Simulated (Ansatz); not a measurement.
# V2NF2 MXene monolayer in a perpendicular field, part 2 of 3

What dipole does a perpendicular field induce in the V2NF2 MXene monolayer, and does the gap follow? A positive field points along +c.

Ansatz 0.2.0; plane-wave DFT, PBE+U-D3(BJ), Ansatz PAW (the session's first sound run).

So far. Step 2 (Relaxing the slab): The lattice constant a goes from 2.941 to 3.146 Å.

In doubt: warnings of the run leave room for a lower electronic state, so energies may not be the lowest and differences between runs may mislead.

## (3) Single point, field 0

A sawtooth potential applies the field, turning back in the middle of the vacuum. With the dipole correction the typed value is the field outside the slab. The induced dipole is small, so the SCF threshold is tight.

The cell differs from the one that the last finished run ended in (c 39.427 → 22.430 Å).

The input, input.yaml:

```yaml
crystal:
  lattice:
    - [3.1457858881, 0.0, 0.0]
    - [-1.5728929441, 2.724330494, 0.0]
    - [0.0, 0.0, 22.4296601401]
  atoms:
    - { symbol: F, position: [0.3333333333, 0.6666666667, 0.4012544079], spin: 0.03 }
    - { symbol: V, position: [0.6666666667, 0.3333333333, 0.4502649382], spin: 2.0 }
    - { symbol: "N", position: [0.0, 0.0, 0.5], spin: -0.16 }
    - { symbol: V, position: [0.3333333333, 0.6666666667, 0.5497350618], spin: 2.0 }
    - { symbol: F, position: [0.6666666667, 0.3333333333, 0.5987455921], spin: 0.03 }
magnetization:
  spin_polarized: true
kpoints:
  mp_grid: { grid: [18, 18, 1] }
  band_path:
    path: [[0, 0, 0], [0.5, 0, 0], [0.33333333, 0.33333333, 0], [0, 0, 0]]
    npoints: 16
hamiltonian:
  xc: pbe
  dispersion: d3bj
  hubbard: { sites: [{ species: V, l: d, u_eff: 2.0 }] }
scf:
  occupations: { method: fermi_dirac, width: 0.05 }
  convergence: { dr2_threshold: 1.0e-10 }
efield:
  axis: 3
  dipole_correction: true
  ramp_position: 0.97
  ramp_width: 0.06
  amplitude: 0
output:
  dos: { projected: true, e_range: [-6, 5] }
  bader: true
  write_potential: true
  write_density: true
  volumetric_format: npy
  elf: true
```

Command:

```
$ ansatz run input.yaml --threads 4 --pin off --max-ram 6144MiB --backend cpu --events-out ev --progress --plain --runs-dir out
```

Numbers of over 12 decimals in the logs are rounded to 6 here.

The program printed:

```text
[...]
Crystal: 5 atoms, lattice volume = 192.226 Å³
Basis set: ecut = 420 eV, 3699 PW (Γ)
Bands: 30, of which v1, the nominal top of the filled ones, is band 23 counted from 1 (22 counted from 0)
Symmetry: 6 space group operations
k-points: 37 of 324 (time reversal used)
[...]
Starting moments: Σ|m| = 4.22 μB on 5 of 5 sites
[...]
SCF iter   1: F=—  HF=-7828.073730 eV  |F-HF|=—  |Δ(HF+E_count)|=         —  Δρ=4.41e-2 (↑4.41e-2 ↓3.52e-2)  dr2=1.40e1  dr2_m=3.36e-1  M=3.657 μB ∫|m|=3.745 μB  β_m=0.30  ethr=3.10e-3  p=0.000 e·Å  D=1.16e-13 V/Å  ΔV_dip=-0.00 eV  dr2_dipole=7.70e-9  V_vac-E_F(+/−)=6.55/6.55 eV  ⟨swp⟩=9.9  Hψ=11740  notcnv=0
efield: sawtooth ramp at fractional position 0.9700 (set: `efield.ramp_position`, or a place that a band, a saddle search or an elastic batch's reference lends), width 0.0600; the density the first Hamiltonian is built on has a dipole p = 0.000 e·Å; the dipole correction subtracts the counter field D = 1.16e-13 V/Å, which shifts the + side's vacuum level by -0.00 eV against the − side's; the planar-averaged density in the ramp window peaks in size at 2.2e-6 e/Å³
[...]
SCF iter   2: F=—  HF=-7825.978358 eV  |F-HF|=—  |Δ(HF+E_count)|=    2.10e0  Δρ=1.94e-2 (↑1.94e-2 ↓1.56e-2)  dr2=2.51e0  dr2_m=1.93e-1  M=4.244 μB ∫|m|=4.438 μB  β_m=0.30  ethr=3.10e-3  p=0.000 e·Å  D=3.64e-9 V/Å  ΔV_dip=-0.00 eV  dr2_dipole=8.73e-8  V_vac-E_F(+/−)=7.18/7.18 eV  ⟨swp⟩=3.7  Hψ=5457  notcnv=0  defer=67  κ⁻¹=1.0e0(r=1)
[...]
SCF iter   9: F=—  HF=-7826.755532 eV  |F-HF|=—  |Δ(HF+E_count)|=   4.27e-2  Δρ=6.00e-3 (↑6.00e-3 ↓9.45e-4)  dr2=2.27e-1  dr2_m=1.70e-2  M=5.000 μB ∫|m|=5.330 μB  β_m=1.20  ethr=2.59e-5  p=-0.013 e·Å  D=-1.21e-2 V/Å  ΔV_dip=0.27 eV  dr2_dipole=2.91e-2  V_vac-E_F(+/−)=4.84/4.57 eV  ⟨swp⟩=3.1  Hψ=4902  notcnv=0  defer=61  κ⁻¹=1.0e0(r=1)
density mixer auto → broyden: gapped, with few screened modes (density of states about μ 1.36 of a free-electron gas's, 14 screened modes)
SCF iter  10: F=—  HF=-7826.750041 eV  |F-HF|=—  |Δ(HF+E_count)|=   5.49e-3  Δρ=2.66e-3 (↑2.66e-3 ↓7.06e-4)  dr2=4.35e-2  dr2_m=3.21e-3  M=5.000 μB ∫|m|=5.334 μB  β_m=1.20  ethr=2.59e-5  p=0.006 e·Å  D=5.51e-3 V/Å  ΔV_dip=-0.12 eV  dr2_dipole=5.42e-3  V_vac-E_F(+/−)=4.67/4.79 eV  ⟨swp⟩=2.8  Hψ=4020  notcnv=0  defer=56  κ⁻¹=1.9e-2(r=2)
[...]
SCF iter  26: F=-7826.772743 eV  HF=-7826.772743 eV  |F-HF|=3.55e-11  |Δ(HF+E_count)|=  2.57e-10  Δρ=8.59e-8 (↑8.59e-8 ↓7.19e-8)  dr2=1.35e-11  dr2_m=3.12e-13  M=5.000 μB ∫|m|=5.346 μB  ethr=1.00e-12  p=0.000 e·Å  D=3.37e-8 V/Å  ΔV_dip=-0.00 eV  dr2_dipole=3.07e-16  V_vac-E_F(+/−)=4.81/4.81 eV  ⟨swp⟩=2.0  Hψ=4181  notcnv=0
SCF 1 converged in 26 iterations: F = -7826.772743 eV  dr2 = 1.35e-11
[...]
Symmetry: 2 space group operations
k-points: 91 of 324 (time reversal used)
[...]
SCF iter   1: F=—  HF=-7826.772743 eV  |F-HF|=—  |Δ(HF+E_count)|=         —  Δρ=1.08e-7 (↑1.08e-7 ↓9.15e-8)  dr2=1.68e-11  dr2_m=3.99e-12  M=5.000 μB ∫|m|=5.346 μB  ethr=1.00e-12  p=0.000 e·Å  D=3.37e-8 V/Å  ΔV_dip=-0.00 eV  dr2_dipole=5.43e-18  V_vac-E_F(+/−)=4.81/4.81 eV  ⟨swp⟩=1.1  Hψ=31500  notcnv=0
efield: sawtooth ramp at fractional position 0.9700 (kept from the solve that this one continues, or follows in the run), width 0.0600; the density the first Hamiltonian is built on has a dipole p = 0.000 e·Å; the dipole correction subtracts the counter field D = 3.37e-8 V/Å, which shifts the + side's vacuum level by -0.00 eV against the − side's; the planar-averaged density in the ramp window peaks in size at 5.5e-7 e/Å³
[...]
SCF iter   2: F=—  HF=-7826.772743 eV  |F-HF|=—  |Δ(HF+E_count)|=   3.59e-7  Δρ=7.70e-5 (↑7.70e-5 ↓4.59e-5)  dr2=3.81e-5  dr2_m=1.20e-6  M=5.000 μB ∫|m|=5.346 μB  ethr=2.22e-6  p=0.000 e·Å  D=1.47e-4 V/Å  ΔV_dip=-0.00 eV  dr2_dipole=2.10e-6  V_vac-E_F(+/−)=4.80/4.81 eV  ⟨swp⟩=1.0  Hψ=18619  notcnv=0
[...]
SCF iter   5: F=-7826.772743 eV  HF=-7826.772743 eV  |F-HF|=3.37e-11  |Δ(HF+E_count)|=   3.97e-9  Δρ=8.04e-8 (↑8.04e-8 ↓6.28e-8)  dr2=3.18e-11  dr2_m=2.39e-12  M=5.000 μB ∫|m|=5.346 μB  ethr=1.00e-12  p=0.000 e·Å  D=2.74e-7 V/Å  ΔV_dip=-0.00 eV  dr2_dipole=4.06e-13  V_vac-E_F(+/−)=4.81/4.81 eV  ⟨swp⟩=3.0  Hψ=17071  notcnv=0
an SCF along what the orbitals of the run's state read of its open shells (or to have them read: on a GPU, or by another smearing), with 4 of the crystal's symmetry operations given up (91 k-points in place of 37), reached no lower state that the run goes on to. This is no proof of a minimum
WARN: an SCF from ferrimagnetic starting moments (0.03, -2.42, -0.16, 2.42, 0.03 Bohr magnetons, atom by atom) was not made, by what the run has read of turns of its moments that order reads lower: the deck asks for what bars it, or types moments that do (magnetization.spin_polarized, in the input reference, names some of the keys), or the run goes by scf.lower_state_search: light, the default, which as a rule tries one only behind a close that has lost an order of both signs, or on which an open d or half-filled 4f shell of a PAW file has lost a moment that was set nearer to Hund's than to what is left; [rest of the remark cut]
[...]
this state was not tested for a lower state beside it, because the mixer in use, unlike msr1, does not test its closes by its own steps (another_mixer; see scf.mixing.algorithm and scf.lower_state_search)
NSCF: frozen V_eff on 49 k-points
[...]
SCF converged after 26 iterations
Magnetization: 5.0000 μB (25.0000 up, 20.0000 down)
Absolute magnetization: 5.3449 μB (∫|ρ↑−ρ↓|, with the PAW one-centre terms)
[...]
Per-site moments (μB) at R_I (Å): [(0.025597, 0.875734), (2.001126, 0.875734), (-0.163425, 0.879224), (2.001126, 0.875734), (0.025597, 0.875734)]
Free energy (F): -7826.772743 eV
[...]
Internal energy: -7826.759456 eV  (E = F + TS)
E sigma→0 (E₀):  -7826.766100 eV
Entropy (-TS):   -0.013288 eV (-2.658 meV/atom)
Fermi energy:    -0.129462 eV
Dipole field:    D = 0.000000 V/Å  (p = 0.000000 e·Å, saw-weighted, corrected)
Work function:   Φ+ = 4.8053 eV   Φ− = 4.8054 eV
Levels:          The Fermi level and band energies are counted from a zero that moves with the ramp; work functions are not
[...]
--- Band table (eV; the first three rows and the last of 74) ---
  k-point 0 ↑: bands = [... 19 lower, -3.7175, -2.1363, -2.1363, -1.4937, -0.5923, -0.5923, -0.0208, 1.4397, ... 3 higher]
  k-point 1 ↑: bands = [... 19 lower, -3.7681, -2.1309, -2.0815, -1.4581, -0.5882, -0.5744, 0.0050, 1.4170, ... 3 higher]
  k-point 2 ↑: bands = [... 19 lower, -3.8926, -2.1734, -1.9402, -1.3486, -0.5741, -0.5260, 0.0627, 1.3898, ... 3 higher]
  k-point 36 ↓: bands = [... 19 lower, -4.0518, 2.4515, 2.4771, 2.4771, 3.5890, 3.5890, 3.7748, 4.0127, ... 3 higher]
Occupation matrices written to <dir>
--- Bader charges: 5 sites ---
  site symbol  charge [e]  shift [e]    m [muB]
     0      F     -0.7716     0.0008     0.0936
     1      V      1.6008     0.0018     2.3888
     2      N     -1.6584     0.0021     0.0353
     3      V      1.6008     0.0018     2.3888
     4      F     -0.7716     0.0008     0.0936
  estimated error of the sums over rays = 3.6e-4 e
```

Wall time 48 s (4 threads of AMD EPYC 9R45 (Zen 5), shared host); peak memory 2.4 GiB.

This step gave:

| Quantity | Value |
| --- | --- |
| energy at zero smearing | -7826.7661 eV |
| site moments | 0.02560, 2.001, -0.1634, 2.001, 0.02560 μB |
| dipole along the normal | 1.02e-8 e·Å |
| gap along the path | 0.1996 eV |
| ionisation energy, upper face | 4.896 eV |
| electron affinity, upper face | 4.697 eV |
| gap, the smaller of path and mesh | 0.1996 eV |

Running mean over a fixed 2.5 Å (it still follows the layers) of the planar mean; the ramp of the sawtooth is left out. Electron's electrostatic potential energy less the Fermi level against z:

```tsv
z (Å)	electron's electrostatic potential energy less the Fermi level (eV)
2.99	4.81
3.44	4.81
3.89	4.81
4.34	4.81
4.78	4.81
5.23	4.81
5.68	4.80
6.13	4.80
6.58	4.78
7.03	4.67
7.48	3.86
7.93	2.01
8.37	-0.333
8.82	-2.89
9.27	-5.42
9.72	-7.62
10.17	-8.87
10.62	-9.23
11.07	-9.37
11.36	-9.37
11.81	-9.23
12.26	-8.87
12.71	-7.62
13.16	-5.42
13.61	-2.89
14.06	-0.333
14.50	2.01
14.95	3.86
15.40	4.67
15.85	4.78
16.30	4.80
16.75	4.80
17.20	4.81
17.64	4.81
18.09	4.81
18.54	4.81
18.99	4.81
19.44	4.81
```

The density of states has structure finer than the step of the table below, so its rows give means over 0.25 eV, whole bins alone (the curve runs from -6 to 2.08 eV). Peaks (eV: height): total -4.210: 9.46, -4.150: 11.8, -3.820: 9.88, -0.650: 14.4, -0.320: 10.5, -0.210: 9.85, 0.180: 15.9; up -5.150: 8.43, -4.210: 8.38, -4.150: 10.6, -0.650: 14.4, -0.320: 10.5, -0.210: 9.85, 0.180: 15.9; down -4.700: 3.26, -3.820: 9.43, 1.800: 1.53.

The density of states by energy, zero at the Fermi level of the run, which the smearing sets inside the gap; means over each step; values in states/eV a cell:

```tsv
energy (eV)	total	up	down
-5.50	0	0	0
-5.25	1.69	1.69	0
-5.00	2.21	2.21	0
-4.75	2.95	1.05	1.89
-4.50	2.36	1.04	1.32
-4.25	4.97	3.85	1.11
-4.00	3.98	2.12	1.86
-3.75	5.29	0.395	4.90
-3.50	0.829	0.0274	0.802
-3.25	0.144	0	0.144
-3.00	0	0	0
-2.75	0.411	0.411	0
-2.50	0.729	0.729	0
-2.25	0.934	0.934	0
-2.00	1.59	1.59	0
-1.75	1.05	1.05	0
-1.50	0.950	0.950	0
-1.25	1.41	1.41	0
-1.00	1.59	1.59	0
-0.75	4.03	4.03	0
-0.50	1.47	1.47	0
-0.25	6.30	6.30	0
0.00	0.697	0.697	0
0.25	4.11	4.11	0
0.50	0	0	0
0.75	0.0119	0	0.0119
1.00	0.588	0	0.588
1.25	0.686	0	0.686
1.50	1.73	0.944	0.782
1.75	2.90	1.82	1.08
```

Projected DOS per atom over height of the atomic layer and energy from the Fermi level. Layers: F V N V F from below.

Ten even steps from '_' (0.00 states/eV) to '@' (3.05 states/eV), each cell a mean:
```
__==__==__
__::__::__
__..__..__
__________
__________
__--..--__
__##__##__
__--__--__
__::__::__
__..__..__
__..__..__
__..__..__
__..__..__
__________
__________
____++____
....@@....
__..**..__
__..==..__
..__--__..
__________
__________
```
Columns: height of the atomic layer (Å) from 9 to 13.4; rows upwards: energy from the Fermi level (eV) from -5.96 to 2.05.

Projected DOS per atom, spin up over height of the atomic layer and energy from the Fermi level. Layers: F V N V F from below.

Ten even steps from '0' (0.00 states/eV) to '9' (2.29 states/eV), each cell a mean:
```
03030
02020
00000
00000
00000
04240
09090
04040
03030
01010
02020
02020
01010
00000
00000
00000
11411
01510
00200
11411
00000
00000
```
Columns: height of the atomic layer (Å) from 9 to 13.4; rows upwards: energy from the Fermi level (eV) from -5.96 to 2.05.

Projected DOS per atom, spin down over height of the atomic layer and energy from the Fermi level. Layers: F V N V F from below.

Ten even steps from '_' (0.00 states/eV) to '@' (1.96 states/eV), each cell a mean:
```
__::__::__
__..__..__
__..__..__
__________
__________
__________
__________
__________
__________
__________
__________
__________
__________
__________
__________
__..%%..__
__..@@..__
____--____
..__==__..
__________
__________
__________
```
Columns: height of the atomic layer (Å) from 9 to 13.4; rows upwards: energy from the Fermi level (eV) from -5.96 to 2.05.

Deep bands are left out, so band numbers here count from the lowest band kept and differ from the log's. Electronic bands along the path, in eV, zero at the Fermi level of the run, which the smearing sets inside the gap; # counts the bands kept:

```tsv
point	up #12	up #13	up #14	up #15	down #10	down #11	down #12	down #13
Γ	-1.36	-0.46	-0.46	0.11	2.08	2.08	2.63	2.96
halfway	-0.85	-0.37	-0.25	0.19	1.45	2.82	2.82	2.96
M	-0.64	-0.41	-0.24	0.18	0.87	3.35	3.40	3.59
halfway	-0.82	-0.30	-0.17	0.19	1.46	3.13	3.16	3.48
K	-1.17	-0.17	-0.17	0.14	2.58	2.61	2.61	3.72
halfway	-0.68	-0.28	-0.26	0.20	1.86	2.09	2.94	3.27
Γ	-1.36	-0.46	-0.46	0.11	2.08	2.08	2.63	2.96
```

Spin density in the ca plane at fractional y = 0.333, with atoms of V and F within 0.2 Å of it.

Ten even steps from '0' (0.0 e/Å³) to '9' (2.5 e/Å³), each cell a mean:
```
00000000000000000000110000000000000000000000
00000000000000000001452000000000000000000000
00000000000000000013894100000000000000000000
00000000000000000001441000000000000000000000
00000000000000000000110000000000000000000000
00000000000000000000000000000000000000000000
00000000000000000000000000000000000000000000
00000000000000000000000000000000000000000000
```
Columns run along c (16.0 Å, from fractional 0.12 to 0.83 of the cell), rows up along a (3.1 Å). Atoms in or near the plane, at fractional coordinates: V at (0.45, 0.67), F at (0.60, 0.67).

Electrostatic potential energy in the ca plane at fractional y = 0.333, with atoms of V and F within 0.2 Å of it. With pseudopotentials it is smooth inside the atoms' cores, unlike the true potential.

Ten even steps from '0' (-31 eV) to '9' (5 eV), each cell a mean:
```
99999999999999999999874214788878779999999999
99999999999999999999850000488886003999999999
99999999999999999999840120378883001899999999
99999999999999999999861000588886104999999999
99999999999999999999975325788777789999999999
99999999999999999999988778887656889999999999
99999999999999999999988888876546789999999999
99999999999999999999988778887667889999999999
```
Columns run along c (16.0 Å, from fractional 0.07 to 0.78 of the cell; values clipped at the 3rd and 97th percentile), rows up along a (3.1 Å). Atoms in or near the plane, at fractional coordinates: V at (0.45, 0.67), F at (0.60, 0.67).

Valence density in the ca plane at fractional y = 0.333, with atoms of V and F within 0.2 Å of it. It is the smooth field of the valence electrons, not physical close to the nuclei.

Ten steps, logarithmic in the rise over the least value, from '0' (0 e/Å³) to '9' (14 e/Å³), each cell a mean:
```
00000000000000000000113553222112443100000000
00000000000000000000026886311124786200000000
00000000000000000000137998411125897310000000
00000000000000000000125886311124775200000000
00000000000000000000112443222222332100000000
00000000000000000001222122332332110000000000
00000000000000000001222112333332100000000000
00000000000000000001122222232222111000000000
```
Columns run along c (16.0 Å, from fractional 0.07 to 0.78 of the cell), rows up along a (3.1 Å). Atoms in or near the plane, at fractional coordinates: V at (0.45, 0.67), F at (0.60, 0.67).

The gap is 0.20 eV, with the valence edge 4.90 eV and the conduction edge 4.70 eV under the upper vacuum level.

## (4) Single point, field 0.03 V/Å

input.yaml: that of step 3 with these lines changed.

```diff
@@ -30,6 +30,4 @@
   ramp_width: 0.06
-  amplitude: 0
+  amplitude: 0.03
 output:
-  dos: { projected: true, e_range: [-6, 5] }
-  bader: true
   write_potential: true
@@ -37,2 +35 @@
   volumetric_format: npy
-  elf: true
```

The program printed:

```text
[...]
Crystal: 5 atoms, lattice volume = 192.226 Å³
Basis set: ecut = 420 eV, 3699 PW (Γ)
Bands: 30, of which v1, the nominal top of the filled ones, is band 23 counted from 1 (22 counted from 0)
Symmetry: 6 space group operations
k-points: 37 of 324 (time reversal used)
[...]
Starting moments: Σ|m| = 4.22 μB on 5 of 5 sites
[...]
k-point 1 ↑: bands = [... 19 lower, -3.7681, -2.1309, -2.0815, -1.4582, -0.5882, -0.5744, 0.0050, 1.4170, ... 3 higher]
  k-point 2 ↑: bands = [... 19 lower, -3.8926, -2.1734, -1.9402, -1.3486, -0.5741, -0.5260, 0.0627, 1.3897, ... 3 higher]
  k-point 36 ↓: bands = [... 19 lower, -4.0518, 2.4514, 2.4769, 2.4774, 3.5888, 3.5891, 3.7748, 4.0127, ... 3 higher]
Occupation matrices written to <dir>
[key lines of the parts left out:]
SCF converged after 26 iterations
Magnetization: 5.0000 μB (25.0000 up, 20.0000 down)
Free energy (F): -7826.772845 eV
Fermi energy:    -0.129480 eV
Dipole field:    D = 0.006346 V/Å  (p = 0.006742 e·Å, saw-weighted, corrected)
```

The job ended after 51 s (4 threads; peak memory 2.4 GiB; 3.3 min of CPU time).

The dipole is 0.00674 e·Å, and the gap 0.200 eV.

## (5) Single point, field -0.03 V/Å

input.yaml: that of step 4 with these lines changed.

```diff
@@ -30,3 +30,3 @@
   ramp_width: 0.06
-  amplitude: 0.03
+  amplitude: -0.03
 output:
```

The program printed:

```text
[...]
Crystal: 5 atoms, lattice volume = 192.226 Å³
Basis set: ecut = 420 eV, 3699 PW (Γ)
Bands: 30, of which v1, the nominal top of the filled ones, is band 23 counted from 1 (22 counted from 0)
Symmetry: 6 space group operations
k-points: 37 of 324 (time reversal used)
[...]
Starting moments: Σ|m| = 4.22 μB on 5 of 5 sites
[...]
k-point 1 ↑: bands = [... 19 lower, -3.7681, -2.1309, -2.0815, -1.4582, -0.5882, -0.5744, 0.0050, 1.4170, ... 3 higher]
  k-point 2 ↑: bands = [... 19 lower, -3.8926, -2.1734, -1.9402, -1.3486, -0.5741, -0.5260, 0.0627, 1.3897, ... 3 higher]
  k-point 36 ↓: bands = [... 19 lower, -4.0518, 2.4514, 2.4769, 2.4774, 3.5888, 3.5891, 3.7748, 4.0127, ... 3 higher]
Occupation matrices written to <dir>
[key lines of the parts left out:]
SCF converged after 26 iterations
Magnetization: 5.0000 μB (25.0000 up, 20.0000 down)
Free energy (F): -7826.772845 eV
Fermi energy:    -0.129480 eV
Dipole field:    D = -0.006347 V/Å  (p = -0.006742 e·Å, saw-weighted, corrected)
```

Run time: 53 s. Hardware: 4 threads; peak memory 2.4 GiB.

The dipole is -0.00674 e·Å, and the gap 0.200 eV.

## (6) Atoms held, field 0.15 V/Å

input.yaml: that of step 5 with these lines changed.

```diff
@@ -30,3 +30,3 @@
   ramp_width: 0.06
-  amplitude: -0.03
+  amplitude: 0.15
 output:
```

The program printed:

```text
[...]
Crystal: 5 atoms, lattice volume = 192.226 Å³
Basis set: ecut = 420 eV, 3699 PW (Γ)
Bands: 30, of which v1, the nominal top of the filled ones, is band 23 counted from 1 (22 counted from 0)
Symmetry: 6 space group operations
k-points: 37 of 324 (time reversal used)
[...]
Starting moments: Σ|m| = 4.22 μB on 5 of 5 sites
[...]
k-point 1 ↑: bands = [... 19 lower, -3.7684, -2.1314, -2.0820, -1.4586, -0.5886, -0.5748, 0.0044, 1.4163, ... 3 higher]
  k-point 2 ↑: bands = [... 19 lower, -3.8930, -2.1739, -1.9406, -1.3490, -0.5746, -0.5265, 0.0622, 1.3888, ... 3 higher]
  k-point 36 ↓: bands = [... 19 lower, -4.0522, 2.4510, 2.4753, 2.4779, 3.5878, 3.5891, 3.7743, 4.0122, ... 3 higher]
Occupation matrices written to <dir>
[key lines of the parts left out:]
SCF converged after 26 iterations
Magnetization: 5.0000 μB (25.0000 up, 20.0000 down)
Free energy (F): -7826.775272 eV
Fermi energy:    -0.129875 eV
Dipole field:    D = 0.031735 V/Å  (p = 0.033712 e·Å, saw-weighted, corrected)
```

The job ended after 61 s (4 threads; peak memory 2.4 GiB).

The dipole is 0.0337 e·Å, and the gap 0.199 eV.

## (7) Atoms held, field 0.25 V/Å

input.yaml: that of step 6 with these lines changed.

```diff
@@ -30,3 +30,3 @@
   ramp_width: 0.06
-  amplitude: 0.15
+  amplitude: 0.25
 output:
```

The program printed:

```text
[...]
Crystal: 5 atoms, lattice volume = 192.226 Å³
Basis set: ecut = 420 eV, 3699 PW (Γ)
Bands: 30, of which v1, the nominal top of the filled ones, is band 23 counted from 1 (22 counted from 0)
Symmetry: 6 space group operations
k-points: 37 of 324 (time reversal used)
[...]
Starting moments: Σ|m| = 4.22 μB on 5 of 5 sites
[...]
k-point 1 ↑: bands = [... 19 lower, -3.7690, -2.1323, -2.0828, -1.4593, -0.5895, -0.5757, 0.0033, 1.4151, ... 3 higher]
  k-point 2 ↑: bands = [... 19 lower, -3.8936, -2.1747, -1.9415, -1.3498, -0.5754, -0.5273, 0.0612, 1.3870, ... 3 higher]
  k-point 36 ↓: bands = [... 19 lower, -4.0529, 2.4501, 2.4735, 2.4779, 3.5865, 3.5886, 3.7735, 4.0113, ... 3 higher]
Occupation matrices written to <dir>
[key lines of the parts left out:]
SCF converged after 27 iterations
Magnetization: 5.0000 μB (25.0000 up, 20.0000 down)
Free energy (F): -7826.779767 eV
Fermi energy:    -0.130619 eV
Dipole field:    D = 0.052895 V/Å  (p = 0.056190 e·Å, saw-weighted, corrected)
```

Elapsed: 97 s, on 4 threads; peak memory 2.4 GiB; 6.2 min of CPU time.

The dipole is 0.0562 e·Å, and the gap 0.199 eV.

(Part 2 of 3 ends here.)

[Logs are printed without paths, hosts, clocks, repeated set-up lines and the standing remarks that a program may print on its own settings, such as how far it seeks lower states.]

[Hosts, paths, dates, database ids (printed as entryN), source tags and the programs' standing remarks are cut or masked in the printed files.]

[Maps of the electrostatic potential energy from Ansatz leave out the sawtooth potential of an applied field or a dipole correction, so their vacuum need not be flat; planar profiles and work functions include it.]

[The density of states shown here was stored with 400 of the rows of the run's finer table, so its peaks can read low, often by over a quarter, or be missed, and its means over a window can be off by a tenth or more.]
